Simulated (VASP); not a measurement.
**Be2C: single point with PBE**

Be2C:

```xyz
3
Lattice="0.0000 2.1650 2.1650 2.1650 0.0000 2.1650 2.1650 2.1650 0.0000" Properties=species:S:1:pos:R:3 pbc="T T T"
C     0.0000    0.0000    0.0000
Be    3.2475    3.2475    3.2475
Be    1.0825    1.0825    1.0825
```

```
Program             : VASP 6.6.1
Task                : single point
Functional          : PBE
Potentials or basis : VASP PAW PBE potentials, release 64 (C, Be)
Cutoff              : 520 eV
k mesh              : 11 × 11 × 11
Occupations         : fermi-dirac, width 0.05 eV
Spin                : no spin polarisation
```

| Property | Result |
| --- | --- |
| Pressure | 0.2 GPa |
| Band gap on the k mesh | 1.25 eV, indirect (least direct gap 4.13 eV) |

Levels at points of the mesh, in eV from the valence-band top:
| k point | band 1 | band 2 | band 3 | band 4 | band 5 | band 6 | band 7 | band 8 |
| --- | --- | --- | --- | --- | --- | --- | --- | --- |
| (0.00, 0.00, 0.00) | -15.04 | 0.00 | 0.00 | 0.00 | 4.13 | 4.13 | 4.13 | 6.74 |

Wall time 9.9 s on 1 thread of Intel(R) Xeon(R) Platinum 8488C (Sapphire Rapids), with other jobs on the host, peak memory 0.13 GiB.

Caveat: an odd mesh through Γ misses points on the zone boundary, where band edges often lie.
